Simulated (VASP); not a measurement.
# PbSe (Fm-3m) in VASP: settings compared

PbSe is run at these levels: PBEsol, HSE06; tasks: single point.

Everything below comes from runs of VASP 6.6.1. Logs are shortened: lines on timing, memory, paths and dates and some standing lists are left out, and cuts for length are marked.

**What was measured.**

A printed reference work, monograph reports, for a bulk crystal of PbSe at 4.2 K: band gap 0.15 eV (direct).

How close the calculation comes is told below.

## Step 1: The cell of the first run

It takes space group Fm-3m (No. 225, cubic). Conventional cell: a = 6.103 Å, b = 6.103 Å, c = 6.103 Å, α = 90.00°, β = 90.00°, γ = 90.00°. Within 4.0 Å of Pb (site symmetry m-3m) lie 6 Se at 3.05 Å. Se (site symmetry m-3m) has 6 Pb at 3.05 Å within 4.0 Å.

## Step 2: Single point, PBEsol

The input, INCAR:

```
SYSTEM = PbSe
PREC = Accurate ; ENCUT = 520
EDIFF = 1E-6 ; ISMEAR = 0
SIGMA = 0.01 ; LREAL = .FALSE.
LASPH = .TRUE. ; NELM = 60
ALGO = Normal ; ISIF = 2
LWAVE = .FALSE. ; LCHARG = .FALSE.
GGA = PS ; NBANDS = 17
```

The input, KPOINTS:

```
regular mesh
0
G
  4 4 4
  0 0 0
```

The input, POSCAR:

```
PbSe
1.0
    0.0000000000      3.0515521249      3.0515521249
    3.0515521249      0.0000000000      3.0515521249
    3.0515521249      3.0515521249      0.0000000000
Pb Se
1 1
Direct
    0.0000000000      0.0000000000      0.0000000000
    0.5000000000      0.5000000000      0.5000000000
```

Potentials or basis: VASP PAW PBE potentials, release 64 (Pb_d, Se).

On the command line:

```sh
cat potpaw_PBE.64/Pb_d/POTCAR potpaw_PBE.64/Se/POTCAR > POTCAR
mpirun -np 1 vasp_std > vasp.out
```

OUTCAR:

```text
SYSTEM = PbSe
   PREC = Accurate
   ENCUT = 520
   EDIFF = 1E-6
   ISMEAR = 0
   LREAL = .FALSE.
   LASPH = .TRUE.
   NELM = 60
   ISIF = 2
   GGA = PS

 ion  position               nearest neighbor table
   1  0.000  0.000  0.000-   2 3.05   2 3.05   2 3.05   2 3.05   2 3.05   2 3.05
   2  0.500  0.500  0.500-   1 3.05   1 3.05   1 3.05   1 3.05   1 3.05   1 3.05

  LATTYP: Found a face centered cubic cell.
 ALAT       =     6.1031042498

  Lattice vectors:

 A1 = (   0.0000000000,   3.0515521249,   3.0515521249)
 A2 = (   3.0515521249,   0.0000000000,   3.0515521249)
 A3 = (   3.0515521249,   3.0515521249,   0.0000000000)

Analysis of symmetry for initial positions (statically):
=====================================================================
 Subroutine PRICEL returns:
 Original cell was already a primitive cell.

 Routine SETGRP: Setting up the symmetry group for a
 face centered cubic supercell.

 Subroutine GETGRP returns: Found 48 space group operations
 (whereof 48 operations were pure point group operations)
 out of a pool of 48 trial point group operations.

The static configuration has the point symmetry O_h .

Analysis of symmetry for dynamics (positions and initial velocities):
=====================================================================
 Subroutine PRICEL returns:
 Original cell was already a primitive cell.

 Routine SETGRP: Setting up the symmetry group for a
 face centered cubic supercell.

 Subroutine GETGRP returns: Found 48 space group operations
 (whereof 48 operations were pure point group operations)
 out of a pool of 48 trial point group operations.

The dynamic configuration has the point symmetry O_h .

 Subroutine INISYM returns: Found 48 space group operations
 (whereof 48 operations are pure point group operations),
 and found     1 'primitive' translations

----------------------------------------------------------------------------------------

                                     Primitive cell

  volume of cell :      56.8319

  direct lattice vectors                    reciprocal lattice vectors
     0.000000000  3.051552125  3.051552125    -0.163851044  0.163851044  0.163851044
     3.051552125  0.000000000  3.051552125     0.163851044 -0.163851044  0.163851044
     3.051552125  3.051552125  0.000000000     0.163851044  0.163851044 -0.163851044

  length of vectors
     4.315546401  4.315546401  4.315546401     0.283798332  0.283798332  0.283798332

  position of ions in fractional coordinates (direct lattice)
     0.000000000  0.000000000  0.000000000
     0.500000000  0.500000000  0.500000000

  ion indices of the primitive-cell ions
[... 58 lines left out ...]
   EDIFF  = 0.1E-05   stopping-criterion for ELM
   LREAL  =      F    real-space projection
   EDIFFG = 0.1E-04   stopping-criterion for IOM
   NSW    =      0    number of steps for IOM
   IBRION =     -1    ionic relax: 0-MD 1-quasi-New 2-CG
   NFREE  =      0    steps in history (QN), initial steepest desc. (CG)
   ISIF   =      2    stress and relaxation
   ISYM   =      2    0-nonsym 1-usesym 2-fastsym
   POTIM  = 0.5000    time-step for ionic-motion
   TEBEG  =    0.0;   TEEND  =   0.0 temperature during run
   PSTRESS=    0.0 pullay stress
   NELECT =      20.0000    total number of electrons
   NUPDOWN=      -1.0000    fix difference up-down
   EMIN   =  10.00;   EMAX   =-10.00  energy-range for DOS
   EFERMI =   0.00;   METHOD = LEGACY
   ISMEAR =     0;   SIGMA  =   0.01  broadening in eV -4-tet -1-fermi 0-gaus
   EFERMI_NEDOS =   21; number of points for ismear=-14 and -15
   IALGO  =     38    algorithm
   IMIX   =      4    mixing-type and parameters
     AMIX     =   0.40;   BMIX     =  1.00
     AMIX_MAG =   1.60;   BMIX_MAG =  1.00
  volume/ion in A,a.u.               =      28.42       191.76
  Fermi-wavevector in a.u.,A,eV,Ry     =   1.155812  2.184169 18.176056  1.335902
  Thomas-Fermi vector in A             =   2.292438
   LORBIT       =      0    0 simple, 1 ext, 2 COOP (PROOUT), +10 PAW based schemes
   GGA     = PS    functional components
   LHFCALC =     F    Hartree Fock is set to
   AEXX    =    0.0000 exact exchange contribution
   IVDW    =     0    specifies the selected vdW correction
   LEPSILON=     F    determine dielectric tensor
   LRPA    =     F    only Hartree local field effects (RPA)
 non-spin polarized calculation
 Gauss-broadening in eV      SIGMA  =   0.01
  energy-cutoff  :      520.00
  volume of cell :       56.83
 maximum number of plane-waves:      1540
   NGX = 17   NGY = 17   NGZ = 17

 number of electron      20.0000003 magnetization

 Free energy of the ion-electron system (eV)
  ---------------------------------------------------
  ext. energy  EPLUGINS =         0.00000000
  ---------------------------------------------------
  free energy    TOTEN  =        -8.90835722 eV

  energy without entropy =       -8.90835722  energy(sigma->0) =       -8.90835722

 E-fermi :   5.0932     XC(G=0):  -9.7631

 val. band max:        5.0244925283   @ k =   0.5000   0.0000   0.0000
 cond. band min:       5.1981410624   @ k =   0.5000   0.0000   0.0000
 fundamental gap:      0.1736485341
 Fermi energy:         5.0932306196

 k-point     1 :       0.0000    0.0000    0.0000
  band No.  band energies     occupation
      1     -11.7414      2.00000
      2     -11.7414      2.00000
      3     -11.7414      2.00000
      4     -11.7407      2.00000
      5     -11.7407      2.00000
      6      -8.6660      2.00000
[... 137 lines left out ...]
      4     -11.7285      2.00000
      5     -11.6939      2.00000
      6      -7.1481      2.00000
[... 9 lines left out ...]
     16      16.8131      0.00000
     17      17.6769      0.00000

------------------------ aborting loop because EDIFF is reached ----------------------------------------

  FORCE on cell =-STRESS in cart. coord.  units (eV):
  Direction    XX          YY          ZZ          XY          YZ          ZX
  --------------------------------------------------------------------------------------
  -------------------------------------------------------------------------------------
  Total       -0.0093954     -0.0093954     -0.0093954      0.0000000      0.0000000     -0.0000000
  in kB       -0.2648705     -0.2648705     -0.2648705      0.0000000      0.0000000     -0.0000000
  external PRESSURE =      -0.2648705 kB  Pullay stress =       0.0000000 kB

 VOLUME and BASIS-vectors are now :
 -----------------------------------------------------------------------------
  energy-cutoff  :      520.00
  volume of cell :       56.83
      direct lattice vectors                 reciprocal lattice vectors
     0.000000000  3.051552125  3.051552125    -0.163851044  0.163851044  0.163851044
     3.051552125  0.000000000  3.051552125     0.163851044 -0.163851044  0.163851044
     3.051552125  3.051552125  0.000000000     0.163851044  0.163851044 -0.163851044

 POSITION                                       TOTAL-FORCE (eV/Angst)
 -----------------------------------------------------------------------------------
      0.00000      0.00000      0.00000        -0.000000     -0.000000     -0.000000
      3.05155      3.05155      3.05155         0.000000      0.000000      0.000000
 -----------------------------------------------------------------------------------
    total drift:                                0.000000     -0.000000     -0.000000

  FREE ENERGIE OF THE ION-ELECTRON SYSTEM (eV)
  ---------------------------------------------------
  free  energy   TOTEN  =        -8.9083572233 eV

  energy  without entropy=       -8.9083572233  energy(sigma->0) =       -8.90835722
```

OSZICAR:

```text
N       E                     dE             d eps       ncg     rms          rms(c)
DAV:   1     0.152974273980E+03    0.15297E+03   -0.92500E+03   272   0.118E+03
DAV:   2     0.301785488648E+01   -0.14996E+03   -0.14489E+03   272   0.300E+02
DAV:   3    -0.879687971602E+01   -0.11815E+02   -0.11707E+02   347   0.891E+01
DAV:   4    -0.915805036468E+01   -0.36117E+00   -0.36056E+00   334   0.163E+01
DAV:   5    -0.916777634429E+01   -0.97260E-02   -0.97250E-02   405   0.275E+00    0.266E+00
DAV:   6    -0.891561010971E+01    0.25217E+00   -0.64294E-01   411   0.575E+00    0.152E+00
DAV:   7    -0.890811920486E+01    0.74909E-02   -0.96407E-02   352   0.157E+00    0.806E-01
DAV:   8    -0.890862875530E+01   -0.50955E-03   -0.94753E-03   338   0.106E+00    0.134E-01
DAV:   9    -0.890833826437E+01    0.29049E-03   -0.19961E-03   390   0.418E-01    0.421E-02
DAV:  10    -0.890835827421E+01   -0.20010E-04   -0.13857E-04   324   0.674E-02    0.154E-02
DAV:  11    -0.890835729708E+01    0.97713E-06   -0.24824E-05   384   0.484E-02    0.452E-03
DAV:  12    -0.890835722333E+01    0.73748E-07   -0.17392E-06   266   0.155E-02
   1 F= -.89083572E+01 E0= -.89083572E+01  d E =-.106467E-23
```

stdout:

```text
POSCAR found type information on POSCAR PbSe
 POSCAR found :  2 types and       2 ions
 scaLAPACK will be used
 -----------------------------------------------------------------------------
|                                                                             |
|                                                                             |
|     You enforced a specific xc type in the INCAR file but a different       |
|     I HOPE YOU KNOW WHAT YOU ARE DOING!                                     |
|                                                                             |
 -----------------------------------------------------------------------------

 LDA part: xc-table for (Slater+PW92), standard interpolation
 POSCAR, INCAR and KPOINTS ok, starting setup
 FFT: planning ... GRIDC
 FFT: planning ... GRID_SOFT
 FFT: planning ... GRID
 WAVECAR not read
 entering main loop
```

Run time: 12 s. Hardware: 1 thread of Intel Xeon 8259CL, shared host; peak memory 0.18 GiB.

Results:

* Free energy: -8.9084 eV
* Pressure: 0.0 GPa
* Band gap on the k mesh: 0.17 eV

Levels at points of the mesh, in eV from the valence-band top:
```tsv
k point	band 7	band 8	band 9	band 10	band 11	band 12	band 13	band 14
(0.00, 0.00, 0.00)	-6.32	-1.92	-1.92	-1.92	4.69	4.69	4.69	6.42
(0.50, 0.00, 0.00)	-8.89	-1.50	-1.50	0.00	0.17	1.63	1.63	8.41
(0.50, 0.50, 0.00)	-7.43	-5.10	-3.31	-3.31	3.54	5.61	5.61	6.04
```

Caveat: the k points lie up to 0.45 Å⁻¹ apart; the PAW data sets were made with another functional, which shifts forces and pressure a little; spin-orbit coupling is left out, which moves the levels of the heavy elements.

## Step 3: Single point, PBEsol

The input, INCAR:

```
PREC = Accurate
ENCUT = 520
EDIFF = 1E-6
ISMEAR = 0
SIGMA = 0.01
LREAL = F
LASPH = T
NELM = 60
ALGO = Normal
ISIF = 2
LWAVE = F
LCHARG = F
GGA = PS
NBANDS = 17
```

The input, KPOINTS:

```
regular mesh
0
Gamma
  10 10 10
```

POSCAR is that of step 2.

Potentials or basis: VASP PAW PBE potentials, release 64 (Pb_d, Se).

On the command line:

```sh
cat potpaw_PBE.64/Pb_d/POTCAR potpaw_PBE.64/Se/POTCAR > POTCAR
mpirun -np 1 vasp_std > vasp.out
```

OUTCAR:

```text
PREC = Accurate
   ENCUT = 520
   EDIFF = 1E-6
   ISMEAR = 0
   LREAL = F
   LASPH = T
   NELM = 60
   ISIF = 2
   GGA = PS

 ion  position               nearest neighbor table
   1  0.000  0.000  0.000-   2 3.05   2 3.05   2 3.05   2 3.05   2 3.05   2 3.05
   2  0.500  0.500  0.500-   1 3.05   1 3.05   1 3.05   1 3.05   1 3.05   1 3.05

  LATTYP: Found a face centered cubic cell.
 ALAT       =     6.1031042498

  Lattice vectors:

 A1 = (   0.0000000000,   3.0515521249,   3.0515521249)
 A2 = (   3.0515521249,   0.0000000000,   3.0515521249)
 A3 = (   3.0515521249,   3.0515521249,   0.0000000000)

Analysis of symmetry for initial positions (statically):
=====================================================================
 Subroutine PRICEL returns:
 Original cell was already a primitive cell.

 Routine SETGRP: Setting up the symmetry group for a
 face centered cubic supercell.

 Subroutine GETGRP returns: Found 48 space group operations
 (whereof 48 operations were pure point group operations)
 out of a pool of 48 trial point group operations.

The static configuration has the point symmetry O_h .

Analysis of symmetry for dynamics (positions and initial velocities):
=====================================================================
 Subroutine PRICEL returns:
 Original cell was already a primitive cell.

 Routine SETGRP: Setting up the symmetry group for a
 face centered cubic supercell.

 Subroutine GETGRP returns: Found 48 space group operations
 (whereof 48 operations were pure point group operations)
 out of a pool of 48 trial point group operations.

The dynamic configuration has the point symmetry O_h .

 Subroutine INISYM returns: Found 48 space group operations
 (whereof 48 operations are pure point group operations),
 and found     1 'primitive' translations

----------------------------------------------------------------------------------------

[... 109 lines left out ...]
   IALGO  =     38    algorithm
   IMIX   =      4    mixing-type and parameters
     AMIX     =   0.40;   BMIX     =  1.00
     AMIX_MAG =   1.60;   BMIX_MAG =  1.00
  volume/ion in A,a.u.               =      28.42       191.76
  Fermi-wavevector in a.u.,A,eV,Ry     =   1.155812  2.184169 18.176056  1.335902
  Thomas-Fermi vector in A             =   2.292438
   LORBIT       =      0    0 simple, 1 ext, 2 COOP (PROOUT), +10 PAW based schemes
   GGA     = PS    functional components
   LHFCALC =     F    Hartree Fock is set to
   AEXX    =    0.0000 exact exchange contribution
   IVDW    =     0    specifies the selected vdW correction
   LEPSILON=     F    determine dielectric tensor
   LRPA    =     F    only Hartree local field effects (RPA)
 non-spin polarized calculation
 Gauss-broadening in eV      SIGMA  =   0.01
  energy-cutoff  :      520.00
  volume of cell :       56.83
 maximum number of plane-waves:      1544
   NGX = 17   NGY = 17   NGZ = 17

 number of electron      20.0000003 magnetization

 Free energy of the ion-electron system (eV)
  ---------------------------------------------------
  ext. energy  EPLUGINS =         0.00000000
  ---------------------------------------------------
  free energy    TOTEN  =        -8.91665228 eV

  energy without entropy =       -8.91665228  energy(sigma->0) =       -8.91665228

 E-fermi :   5.0811     XC(G=0):  -9.7599

 val. band max:        5.0294593725   @ k =   0.5000   0.0000   0.0000
 cond. band min:       5.2014789904   @ k =   0.5000   0.0000   0.0000
 fundamental gap:      0.1720196179
 Fermi energy:         5.0811248239

 k-point     1 :       0.0000    0.0000    0.0000
  band No.  band energies     occupation
      1     -11.7390      2.00000
      2     -11.7390      2.00000
      3     -11.7390      2.00000
      4     -11.7378      2.00000
      5     -11.7378      2.00000
      6      -8.6605      2.00000
[... 457 lines left out ...]
      4     -11.7036      2.00000
      5     -11.7010      2.00000
      6      -7.5397      2.00000
[... 9 lines left out ...]
     16      15.7343      0.00000
     17      16.4530      0.00000

 [... further k-points ...]

------------------------ aborting loop because EDIFF is reached ----------------------------------------

  FORCE on cell =-STRESS in cart. coord.  units (eV):
  Direction    XX          YY          ZZ          XY          YZ          ZX
  --------------------------------------------------------------------------------------
  -------------------------------------------------------------------------------------
  Total       -0.0045210     -0.0045210     -0.0045210      0.0000000      0.0000000      0.0000000
  in kB       -0.1274539     -0.1274539     -0.1274539      0.0000000      0.0000000      0.0000000
  external PRESSURE =      -0.1274539 kB  Pullay stress =       0.0000000 kB

 VOLUME and BASIS-vectors are now :
 -----------------------------------------------------------------------------
  energy-cutoff  :      520.00
  volume of cell :       56.83
      direct lattice vectors                 reciprocal lattice vectors
     0.000000000  3.051552125  3.051552125    -0.163851044  0.163851044  0.163851044
     3.051552125  0.000000000  3.051552125     0.163851044 -0.163851044  0.163851044
     3.051552125  3.051552125  0.000000000     0.163851044  0.163851044 -0.163851044

 POSITION                                       TOTAL-FORCE (eV/Angst)
 -----------------------------------------------------------------------------------
      0.00000      0.00000      0.00000        -0.000000      0.000000      0.000000
      3.05155      3.05155      3.05155         0.000000     -0.000000     -0.000000
 -----------------------------------------------------------------------------------
    total drift:                                0.000000     -0.000000     -0.000000

  FREE ENERGIE OF THE ION-ELECTRON SYSTEM (eV)
  ---------------------------------------------------
  free  energy   TOTEN  =        -8.9166522804 eV

  energy  without entropy=       -8.9166522804  energy(sigma->0) =       -8.91665228
```

Wall time 39 s (1 thread of Intel Xeon 8259CL, shared host); peak memory 0.2 GiB.

What came out:

```
Free energy            : -8.9167 eV
Pressure               : 0.0 GPa
Band gap on the k mesh : 0.17 eV
```

Levels at points of the mesh, in eV from the valence-band top:
```tsv
k point	band 8	band 9	band 10	band 11	band 12	band 13
(0.00, 0.00, 0.00)	-1.92	-1.92	-1.92	4.69	4.69	4.69
(0.50, 0.00, 0.00)	-1.50	-1.50	0.00	0.17	1.62	1.62
(0.50, 0.50, 0.00)	-5.11	-3.31	-3.31	3.54	5.61	5.61
```

Caveat: the PAW data sets were made with another functional, which shifts forces and pressure a little; spin-orbit coupling is left out, which moves the levels of the heavy elements.

## Step 4: Single point, PBEsol

The input, INCAR:

```
SYSTEM = PbSe
ALGO = Normal
EDIFF = 1E-6
ENCUT = 520
GGA = PS
ISIF = 2
ISMEAR = 0
LASPH = .True.
LCHARG = .False.
LREAL = .False.
LWAVE = .False.
NBANDS = 17
NELM = 80
PREC = Accurate
SIGMA = 0.01
```

The input, KPOINTS:

```
k-points
0
Gamma
  10 10 10
  0 0 0
```

POSCAR is that of step 3.

On the command line:

```sh
cat potpaw_PBE.64/Pb_d/POTCAR potpaw_PBE.64/Se/POTCAR > POTCAR
mpirun -np 1 vasp_std > vasp.out
```

Run time: 45 s. Hardware: 1 thread of Intel Xeon 8259CL, shared host; peak memory 0.2 GiB.

It converged, with:

| Property | Result |
| --- | --- |
| Free energy | -8.9167 eV |
| Pressure | 0.0 GPa |
| Band gap on the k mesh | 0.17 eV |

Levels at points of the mesh, in eV from the valence-band top:
```csv
k point,band 7,band 8,band 9,band 10,band 11,band 12,band 13,band 14
"(0.00, 0.00, 0.00)",-6.32,-1.92,-1.92,-1.92,4.69,4.69,4.69,6.42
"(0.50, 0.00, 0.00)",-8.89,-1.50,-1.50,0.00,0.17,1.62,1.62,8.42
"(0.50, 0.50, 0.00)",-7.43,-5.11,-3.31,-3.31,3.54,5.61,5.61,6.04
```

Caveat: the PAW data sets were made with another functional, which shifts forces and pressure a little; spin-orbit coupling is left out, which moves the levels of the heavy elements.

(Continued in part 2 of 2.)
